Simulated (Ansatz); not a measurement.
## Convergence of AlNi₂ with the k-point mesh

Method: DFT PBEsol, scalar-relativistic, plane waves, PAW (Ansatz).

```xyz
6
Lattice="3.8834 0.0036 0.0419 -1.9386 3.3885 -0.0472 0.0517 -0.0374 4.8006" Properties=species:S:1:pos:R:3 pbc="T T T"
Al   -0.1331    2.2411    0.9446
Al    1.8903    1.1181    3.8506
Ni    0.0799    2.2357    3.1578
Ni    1.9796    1.1793    1.5437
Ni    0.0180    0.0201    2.4324
Ni   -0.0163   -0.0473    0.0857
```

* plane-wave cutoff: 420 eV
* occupation rule: Gaussian smearing, 0.1 eV
* spin treatment: unpolarised

The atoms are held and the k-point mesh is swept. Energies are extrapolated to zero smearing and count from the reference run, 8×8×6. The cell was strained and its atoms displaced at random, so that forces don't vanish. The meshes are Γ-centred. Pressure is positive in compression.

Times are rough; the reference took 91 s on 1 thread of Arm Neoverse N1 (shared host), peak memory 0.61 GiB.

Q: One run gave ΔE = 1.56 meV/atom and P = 16.66 GPa. Which k-point mesh did it use, of 1×1×1, 2×2×2, 4×4×2, 4×4×4, 6×6×4?

A: 6×6×4. All runs:

```
 mesh  ΔE (meV/atom) P (GPa) largest change of a force component (eV/Å) irreducible points wall time (s)
1×1×1            659    18.67                                       2.296                   1            1.7
2×2×2          -79.5    14.32                                       0.188                   8            3.2
4×4×2           9.67    16.75                                       0.183                  20              9
4×4×4          -2.65    16.62                                       0.069                  36             16
6×6×4           1.56    16.66                                       0.041                  76             37
8×8×6           0.00    16.60                                       0.000                 196             91
```